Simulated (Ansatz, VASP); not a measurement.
# Ti in VASP and in Ansatz

```
Ti
1.0
    -1.54055    1.54055    1.92769
     1.54055   -1.54055    1.92769
     1.54055    1.54055   -1.92769
Ti
1
Cartesian
  0.0000 0.0000 0.0000
```

Alike in both runs: task single point; functional PBEsol; k mesh 22 × 22 × 22; occupations gaussian, width 0.15 eV; no spin polarisation.

```csv
,VASP,Ansatz
version,VASP 6.6.1,Ansatz 0.2.0
potentials or method,"VASP PAW PBE potentials, release 64 (Ti_sv)","scalar-relativistic, plane waves, PAW"
plane-wave cutoff (eV),520,520
valence electrons in the cell,12,12
```

VASP gave:

| Item | Value |
| --- | --- |
| gap on the k mesh at the Fermi level (eV) | none |
| pressure (GPa) | -9.2 |
| largest component of the traceless stress (GPa) | 2.03 |

**Question.** Estimate Ansatz's values.

**Answer.** gap on the k mesh at the Fermi level (eV): none; pressure (GPa): -9.1; largest component of the traceless stress (GPa): 2.03.

A gap of «none» marks a metal or a gap that the smearing closes. Ansatz warned: «pseudo_functional_mismatch».

Caveats: the PAW data sets were made with another functional, which shifts forces and pressure a little (VASP).
